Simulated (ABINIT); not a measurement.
# Au (Fm-3m) in ABINIT: notebook, part 2 of 2

ABINIT 10.8.3 (patched build).

### 3 Single point, r2SCAN

The input, run.abi:

```
# Pseudopotentials
pp_dirpath "./"
pseudos "Au.GGA_PBE-JTH.xml"

# Structure
acell 2.8779245994 2.8779245994 2.8779245994 Angstrom
rprim
     0.0000000000     0.7071067812     0.7071067812
     0.7071067812     0.0000000000     0.7071067812
     0.7071067812     0.7071067812     0.0000000000
ntypat 1
znucl 79
natom 1
typat 1
xred
     0.0000000000     0.0000000000     0.0000000000

# Plane-wave basis
ecut 30.0
pawecutdg 52.0

# k points
kptopt 1
ngkpt 9 9 9
nshiftk 1
shiftk 0.0 0.0 0.0

# Exchange and correlation
ixc -497498
usekden 1
pawxcdev 0

# Bands and occupations
nband 10
occopt 3
tsmear 0.00183747

# SCF cycle
nstep 100
tolvrs 1.0e-7

# Output
iomode 3
prtwf 0
prtden 0
prteig 0
prtebands 0
enunit 1
```

Potentials or basis: JTH PAW PBE v2.0.

Started as:

```console
> abinit run.abi > log 2>&1
```

run.abo:

```text
.Version 10.8.3 of ABINIT
 Symmetries : space group Fm -3 m (#225); Bravais cF (face-center cubic)
================================================================================
 Values of the parameters that define the memory need of the present run
     intxc =       0    ionmov =       0      iscf =      17    lmnmax =      18
     lnmax =       6     mgfft =      30  mpssoang =       3    mqgrid =    3001
     natom =       1  nloc_mem =       2    nspden =       1   nspinor =       1
    nsppol =       1      nsym =      48    n1xccc =       1    ntypat =       1
    occopt =       3   xclevel =       2
       mpw =         908          nfft =       27000          nkpt =          35
 PAW method is used; the additional fine FFT grid is defined by:
   mgfftf=        36    nfftf =     46656
================================================================================
================================================================================

--------------------------------------------------------------------------------
------------- Echo of variables that govern the present computation ------------
--------------------------------------------------------------------------------
 -outvars: echo values of preprocessed input variables --------
            acell      5.4384893039E+00  5.4384893039E+00  5.4384893039E+00 Bohr
              amu      1.96966540E+02
             ecut      3.00000000E+01 Hartree
           enunit           1
              ixc     -497498
         kptrlatt        9    0    0      0    9    0      0    0    9
          kptrlen      4.89464037E+01
            natom           1
            nband          10
            ngfft          30      30      30
          ngfftdg          36      36      36
             nkpt          35
            nstep         100
             nsym          48
           ntypat           1
           occopt           3
        pawecutdg      5.20000000E+01 Hartree
         pawxcdev           0
           prtden           0
        prtebands           0
           prteig           0
          prtkden           1
            prtwf           0
            rprim      0.0000000000E+00  7.0710678120E-01  7.0710678120E-01
                       7.0710678120E-01  0.0000000000E+00  7.0710678120E-01
                       7.0710678120E-01  7.0710678120E-01  0.0000000000E+00
          spgroup         225
           tolvrs      1.00000000E-07
           tsmear      1.83747000E-03 Hartree
            typat      1
          usekden           1
           useylm           1
            znucl       79.00000

================================================================================

 chkinp: Checking input parameters for consistency.

================================================================================
== DATASET  1 ==================================================================

--- !DatasetInfo
iteration_state: {dtset: 1, }
dimensions: {natom: 1, nkpt: 35, mband: 10, nsppol: 1, nspinor: 1, nspden: 1, mpw: 908, }
cutoff_energies: {ecut:  30.0, pawecutdg:  52.0, }
electrons: {nelect:   1.10000000E+01, charge:   0.00000000E+00, occopt:   3.00000000E+00, tsmear:   1.83747000E-03, }
meta: {optdriver: 0, ionmov: 0, optcell: 0, iscf: 17, paral_kgb: 0, }
...

 Real(R)+Recip(G) space primitive vectors, cartesian coordinates (Bohr,Bohr^-1):
 R(1)=  0.0000000  3.8455927  3.8455927  G(1)= -0.1300190  0.1300190  0.1300190
 R(2)=  3.8455927  0.0000000  3.8455927  G(2)=  0.1300190 -0.1300190  0.1300190
 R(3)=  3.8455927  3.8455927  0.0000000  G(3)=  0.1300190  0.1300190 -0.1300190
 Unit cell volume ucvol=  1.1374173E+02 bohr^3
 Angles (23,13,12)=  6.00000000E+01  6.00000000E+01  6.00000000E+01 degrees

 Coarse grid specifications (used for wave-functions):

 getcut: wavevector=  0.0000  0.0000  0.0000  ngfft=  30  30  30
         ecut(hartree)=     30.000   => boxcut(ratio)=   2.23975

 getcut : COMMENT -
  Note that boxcut > 2.2 ; recall that boxcut=Gcut(box)/Gcut(sphere) = 2
[... 68 lines left out ...]
  sigma(3 3)= -2.51260477E-04  sigma(2 1)=  0.00000000E+00

--- !ResultsGS
iteration_state: {dtset: 1, }
comment   : Summary of ground state results
lattice_vectors:
- [  0.0000000,   3.8455927,   3.8455927, ]
- [  3.8455927,   0.0000000,   3.8455927, ]
- [  3.8455927,   3.8455927,   0.0000000, ]
lattice_lengths: [   5.43849,    5.43849,    5.43849, ]
lattice_angles: [ 60.000,  60.000,  60.000, ] # degrees, (23, 13, 12)
lattice_volume:   1.1374173E+02
convergence: {deltae: -9.769E-09, res2:  5.305E-08, residm:  2.599E-05, diffor: null, }
etotal    :   1.53226446E+01
entropy   :   0.00000000E+00
fermie    :   2.90612218E-01
cartesian_stress_tensor: # hartree/bohr^3
- [ -2.51260477E-04,   0.00000000E+00,   0.00000000E+00, ]
- [  0.00000000E+00,  -2.51260477E-04,   0.00000000E+00, ]
- [  0.00000000E+00,   0.00000000E+00,  -2.51260477E-04, ]
pressure_GPa:   7.3923E+00
xred      :
- [  0.0000E+00,   0.0000E+00,   0.0000E+00, Au]
cartesian_forces: # hartree/bohr
- [ -0.00000000E+00,  -0.00000000E+00,  -0.00000000E+00, ]
force_length_stats: {min:   0.00000000E+00, max:   0.00000000E+00, mean:   0.00000000E+00, }
...

 Integrated electronic density in atomic spheres:
 ------------------------------------------------
 Atom  Sphere_radius  Integrated_density
    1        2.50870          9.54296268

================================================================================

 ----iterations are completed or convergence reached----

 Mean square residual over all n,k,spin=   20.604E-08; max=  25.993E-06
 reduced coordinates (array xred) for    1 atoms
       0.000000000000      0.000000000000      0.000000000000
 rms dE/dt=  0.0000E+00; max dE/dt=  0.0000E+00; dE/dt below (all hartree)
    1       0.000000000000      0.000000000000      0.000000000000

 cartesian coordinates (angstrom) at end:
    1      0.00000000000000     0.00000000000000     0.00000000000000

 cartesian forces (hartree/bohr) at end:
    1     -0.00000000000000    -0.00000000000000    -0.00000000000000
 frms,max,avg= 0.0000000E+00 0.0000000E+00   0.000E+00  0.000E+00  0.000E+00 h/b

 cartesian forces (eV/Angstrom) at end:
    1     -0.00000000000000    -0.00000000000000    -0.00000000000000
 frms,max,avg= 0.0000000E+00 0.0000000E+00   0.000E+00  0.000E+00  0.000E+00 e/A
 length scales=  5.438489303879  5.438489303879  5.438489303879 bohr
              =  2.877924599400  2.877924599400  2.877924599400 angstroms
 Fermi (or HOMO) energy (eV) =   7.90796   Average Vxc (eV)= -12.32490
 Eigenvalues (   eV  ) for nkpt=  35  k points:
 kpt#   1, nband= 10, wtk=  0.00137, kpt=  0.0000  0.0000  0.0000 (reduced coord)
  -2.42668    2.77102    2.77102    2.77102    4.33405    4.33405   23.68462   27.75612
  27.75612   27.75612
 prteigrs : prtvol=0 or 1, do not print more k-points.

--- !EnergyTerms
iteration_state     : {dtset: 1, }
comment             : Components of total free energy in Hartree
kinetic             :  9.40130832302696E+00
hartree             :  3.65881262318460E+00
xc                  : -2.79259986411670E+00
Ewald energy        : -3.60652023702125E+01
psp_core            :  3.40431397942867E+00
local_psp           : -1.37876430431897E+01
PAW spherical_terms :  5.15038636144307E+01
internal            :  1.53228532625520E+01
'-kT*entropy'       : -1.72838934050236E-05
total_energy        :  1.53228359786586E+01
total_energy_eV     :  4.16955608199093E+02
...

--- !EnergyTermsDC
iteration_state     : {dtset: 1, }
comment             : '"Double-counting" decomposition of free energy'
band_energy         :  1.32059709006033E+00
Ewald energy        : -3.60652023702125E+01
psp_core            :  3.40431397942867E+00
xc_dc               : -2.93798412099283E+00
PAW spherical_terms :  4.96009373060081E+01
internal            :  1.53226618842917E+01
'-kT*entropy'       : -1.72838934050236E-05
total_energy_dc     :  1.53226446003983E+01
total_energy_dc_eV  :  4.16950400531333E+02
...

--- !EnergyTermsWithPAWCore
iteration_state     : {dtset: 1, }
comment             : 'Components of total free energy, including PAW core contributions'
Total energy        : -1.90125342598888E+04
Total energy DC     : -1.90125344512671E+04
Total energy (eV)   : -5.17357413260781E+05
Total energy DC (eV): -5.17357418468449E+05
...

 Cartesian components of stress tensor (hartree/bohr^3)
  sigma(1 1)= -2.51260477E-04  sigma(3 2)=  0.00000000E+00
  sigma(2 2)= -2.51260477E-04  sigma(3 1)=  0.00000000E+00
  sigma(3 3)= -2.51260477E-04  sigma(2 1)=  0.00000000E+00

-Cartesian components of stress tensor (GPa)         [Pressure=  7.3923E+00 GPa]
- sigma(1 1)= -7.39233845E+00  sigma(3 2)=  0.00000000E+00
- sigma(2 2)= -7.39233845E+00  sigma(3 1)=  0.00000000E+00
- sigma(3 3)= -7.39233845E+00  sigma(2 1)=  0.00000000E+00

== END DATASET(S) ==============================================================
================================================================================

 -outvars: echo values of variables after computation  --------
            acell      5.4384893039E+00  5.4384893039E+00  5.4384893039E+00 Bohr
           etotal      1.5322644600E+01
            fcart     -0.0000000000E+00 -0.0000000000E+00 -0.0000000000E+00
            rprim      0.0000000000E+00  7.0710678120E-01  7.0710678120E-01
                       7.0710678120E-01  0.0000000000E+00  7.0710678120E-01
                       7.0710678120E-01  7.0710678120E-01  0.0000000000E+00
           strten     -2.5126047687E-04 -2.5126047687E-04 -2.5126047687E-04
                       0.0000000000E+00  0.0000000000E+00  0.0000000000E+00
 Calculation completed.
```

Wall time 2.6 min (1 thread of Intel Xeon Platinum 8259CL at 2.50GHz (Skylake/Cascade Lake), shared host); peak memory 0.12 GiB.

What came out:

```yaml
Free_energy: 416.9504 eV
Pressure: 7.4 GPa
Band_gap_on_the_k_mesh: none (metal or under the smearing width)
Valence_electrons_inside_the_program's_atomic_spheres: Au 9.54 (radii [1.3275] Å)
```

Caveat: totals of a meta-GGA on PAW files have another zero than those of a GGA; the PAW data sets were made with another functional, which shifts forces and pressure a little. The run has no spin-orbit coupling, so splittings on Au are missing.

### 4 Single point, PBEsol

The input, run.abi:

```
pp_dirpath "./"
pseudos "Au.GGA_PBE-JTH.xml"

acell 2.8779245994 2.8779245994 2.8779245994 Angstrom
rprim
     0.0000000000     0.7071067812     0.7071067812
     0.7071067812     0.0000000000     0.7071067812
     0.7071067812     0.7071067812     0.0000000000
ntypat 1
znucl 79
natom 1
typat 1
xred
     0.0000000000     0.0000000000     0.0000000000

ecut 25.0
pawecutdg 47.0

kptopt 1
ngkpt 9 9 9
nshiftk 1
shiftk 0.0 0.0 0.0

ixc -116133

nband 10
occopt 3
tsmear 0.05 eV

nstep 100
tolvrs 1.0e-9

iomode 3
prtwf 0
prtden 0
prteig 0
prtebands 0
enunit 2
```

Started as:

```console
> abinit run.abi > log 2>&1
```

Run time: 36 s. Hardware: 1 thread of Intel Xeon Platinum 8259CL at 2.50GHz (Skylake/Cascade Lake), shared host; peak memory 0.11 GiB.

Results (log left out):

```
Free energy                                           : -930.6405 eV
Pressure                                              : 2.2 GPa
Band gap on the k mesh                                : none (metal or under the smearing width)
Valence electrons inside the program's atomic spheres : Au 9.50 (radii [1.3275] Å)
```

Levels at points of the mesh, in eV from the Fermi level:
| k point | band 3 | band 4 | band 5 | band 6 | band 7 | band 8 | band 9 | band 10 |
| --- | --- | --- | --- | --- | --- | --- | --- | --- |
| (0.00, 0.00, 0.00) | -4.69 | -4.69 | -3.13 | -3.13 | 15.25 | 19.19 | 19.19 | 19.19 |

Caveat: the PAW data sets were made with another functional, which shifts forces and pressure a little.

### 5 Overview

| level | potentials or basis | k mesh | cutoff (eV) | fine-grid cutoff | gap on the mesh (eV) | pressure (GPa) |
| --- | --- | --- | --- | --- | --- | --- |
| LDA | JTH PAW LDA v2.0 | 14 × 14 × 14 | 680 | 1278.94 eV | none | -2.9 |
| r2SCAN | JTH PAW PBE v2.0 | 9 × 9 × 9 | 816 | 1414.99 eV | none | 7.4 |
| PBEsol | JTH PAW PBE v2.0 | 9 × 9 × 9 | 680 | 1278.94 eV | none | 2.2 |

Alike in all rows: task single point; no spin polarisation; cell as given; smearing fermi-dirac 0.05 eV.

Caveats: the PAW data sets were made with another functional, which shifts forces and pressure a little (some runs); totals of a meta-GGA on PAW files have another zero than those of a GGA (some runs).

Total energies depend on the potentials used, so only differences within one code and one set of settings carry meaning.
